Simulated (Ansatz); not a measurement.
Input and command of a calculation in Ansatz (plane waves; scalar-relativistic PAW potentials unless the input names others):

```yaml
crystal:
  lattice:
    - [4.862024, -1.841411, 0.993043]
    - [-1.935382, 7.27741, -0.697651]
    - [0.888025, -0.506082, 4.869648]
  atoms:
    - { symbol: Ga, position: [0.3979044272, 0.8913742092, 0.8100779813] }
    - { symbol: Ga, position: [0.7433125575, 0.4007498582, 0.9534800154] }
    - { symbol: Ga, position: [0.2299580089, 0.5441802504, 0.3057932557] }
    - { symbol: Ga, position: [0.8704468044, 0.7236514265, 0.4765857744] }
    - { symbol: Ga, position: [0.4189459865, 0.1978026742, 0.4506662697] }
    - { symbol: Ga, position: [0.918156498, 0.049047233, 0.1070604439] }
    - { symbol: "N", position: [0.6125170609, 0.8088466862, 0.4192029113] }
    - { symbol: "N", position: [0.6534343197, 0.1262643635, 0.051174999] }
    - { symbol: "N", position: [0.2862923291, 0.306577871, 0.2360468122] }
    - { symbol: "N", position: [0.1274124004, 0.9585101183, 0.7219206267] }
    - { symbol: "N", position: [0.1089149748, 0.6515812514, 0.0791796811] }
    - { symbol: "N", position: [0.7748456302, 0.4507311192, 0.586829669] }
basis:
  ecutwfc: 420
kpoints:
  mp_grid: { grid: [1, 1, 1] }
hamiltonian:
  xc: pbe
scf:
  occupations: { method: gaussian, width: 0.02 }
  max_iter: 60
output:
  forces: true
  eigenvalues: true
  stress: true
```

```bash
ansatz run input.yaml --threads 2 --pin off --max-ram 5120MiB --backend cpu --events-out ev --progress --plain --runs-dir out
```

Abridged log:
```
Pseudopotentials: kind: paw
Pseudopotential: Ga, paw, valence charge 13, recommended cutoff 420 eV (normal)
Pseudopotential: N, paw, valence charge 5, recommended cutoff 420 eV (normal)
Functional definition: PBE
Crystal: 12 atoms, lattice volume = 148.927 Å³
Basis set: ecut = 420 eV, 2935 PW (Γ), exchange–correlation on 72×108×72 points (8 copies of the dense FFT grid, shifted against one another)
Bands: 66, of which v1, the nominal top of the filled ones, is band 54 counted from 1 (53 counted from 0)
Symmetry: 1 space group operations
Space group: P1 (ITA 1), of the structure as read, at distance tolerance 5.3e-5 Å
k-points: 1
Initial density: superposition of atomic densities (neutral atoms: chi_scale 0, normalization atom), corrected by the library's trained network
Initial wavefunctions: pseudopotential atomic-orbital guess
Functional: x = pbe(κ = 0.804, μ = 0.21951497), c = pbe(β = 0.06672455)
SCF iter   1: F=—  HF=-25005.143608 eV  |F-HF|=—  |Δ(HF+E_count)|=         —  Δρ=8.58e-3  dr2=7.65e-2  ethr=1.77e-3  ⟨swp⟩=6.0  Hψ=223  notcnv=0
SCF iter   2: F=—  HF=-25005.131829 eV  |F-HF|=—  |Δ(HF+E_count)|=   1.18e-2  Δρ=4.35e-3  dr2=1.97e-2  ethr=7.08e-5  ⟨swp⟩=2.0  Hψ=100  notcnv=0  defer=5
SCF iter   3: F=—  HF=-25005.131307 eV  |F-HF|=—  |Δ(HF+E_count)|=   5.22e-4  Δρ=1.73e-3  dr2=5.16e-3  ethr=1.83e-5  ⟨swp⟩=2.0  Hψ=86  notcnv=0  defer=1
automatic band count: iteration 3 solves 62 bands in place of 66: the levels show a gap, and the empty bands left out lie too high to hold charge; the band table lists the bands solved (type scf.n_extra_bands for more)
SCF iter   4: F=—  HF=-25005.131037 eV  |F-HF|=—  |Δ(HF+E_count)|=   2.70e-4  Δρ=4.92e-4  dr2=3.66e-4  ethr=4.78e-6  ⟨swp⟩=2.0  Hψ=86  notcnv=0  defer=1
SCF iter   5: F=—  HF=-25005.131272 eV  |F-HF|=—  |Δ(HF+E_count)|=   2.35e-4  Δρ=1.58e-4  dr2=3.81e-5  ethr=3.39e-7  ⟨swp⟩=2.0  Hψ=115  notcnv=0  defer=1
SCF iter   6: F=—  HF=-25005.131271 eV  |F-HF|=—  |Δ(HF+E_count)|=   6.77e-7  Δρ=7.01e-5  dr2=6.95e-6  ethr=3.53e-8  ⟨swp⟩=2.0  Hψ=115  notcnv=0  defer=1
SCF iter   7: F=—  HF=-25005.131274 eV  |F-HF|=—  |Δ(HF+E_count)|=   3.34e-6  Δρ=2.47e-5  dr2=9.61e-7  ethr=6.44e-9  ⟨swp⟩=2.0  Hψ=115  notcnv=0  defer=1
SCF iter   8: F=—  HF=-25005.131275 eV  |F-HF|=—  |Δ(HF+E_count)|=   1.00e-6  Δρ=1.01e-5  dr2=1.63e-7  ethr=8.90e-10  ⟨swp⟩=2.0  Hψ=115  notcnv=0  defer=1
SCF iter   9: F=-25005.131275 eV  HF=-25005.131275 eV  |F-HF|=1.41e-8  |Δ(HF+E_count)|=   1.21e-7  Δρ=3.11e-6  dr2=1.75e-8  ethr=9.26e-11  ⟨swp⟩=9.0  Hψ=254  notcnv=0
SCF 1 converged in 9 iterations: F = -25005.131275 eV  dr2 = 1.75e-8
SCF converged after 9 iterations
Free energy (F): -25005.131275 eV
Harris-Foulkes:  -25005.131275 eV  (|F-HF|=1.41e-8)
Internal energy: -25005.131275 eV  (E = F + TS)
E sigma→0 (E₀):  -25005.131275 eV
Fermi energy:    9.219355 eV
--- Forces (eV/Å), atoms counted from 1 ---
  atom   1  Ga     0.20203300     0.00998870    -0.02506270
  atom   2  Ga    -0.00008760    -0.05417005     0.39000875
  atom   3  Ga    -0.18091196     0.49254124    -0.21754709
  atom   4  Ga    -0.03906331    -0.09147144    -0.01934455
  atom   5  Ga    -0.08996063     0.24023889    -0.40244046
  atom   6  Ga     0.08660864    -0.13204229    -0.36718589
  atom   7  N     -0.43227100    -0.00923121     0.27779575
  atom   8  N      0.06283489    -0.27806619    -0.18553813
  atom   9  N      0.71036864    -0.04106438     0.05191160
  atom  10  N     -0.45685561     0.35825265     0.41971225
  atom  11  N      0.05924098    -0.03482238     0.56917555
  atom  12  N      0.07806303    -0.46020766    -0.49141508
--- Stress (GPa, compression-positive) ---
       -9.758653       2.036560       2.610825
        2.036560      -0.434516      -1.079445
        2.610825      -1.079445      -2.647818
  P = ⅓ Tr σ = -4.2803 GPa (-42.803 kbar)
```

What is wrong with this input?

The fault is one k-point for a small cell (kpoints.mp_grid.grid: [6, 4, 5] → [1, 1, 1], the first being the value of the sound run). Setting it back cures it. The run converged all the same, with an energy at zero smearing 30.58 meV/atom above the reference's, pressure -4.28 GPa, largest force 0.716 eV/Å, gap on the mesh 1.30 eV, so convergence alone doesn't show that an input is right. A reference run from the same start on usual settings converged with pressure -0.06 GPa, largest force 0.021 eV/Å, gap on the mesh 1.31 eV.

The run took 6.7 s on 2 threads of Intel(R) Xeon(R) Processor @ 2.50GHz (Skylake/Cascade Lake), on a shared host, peak memory 0.34 GiB.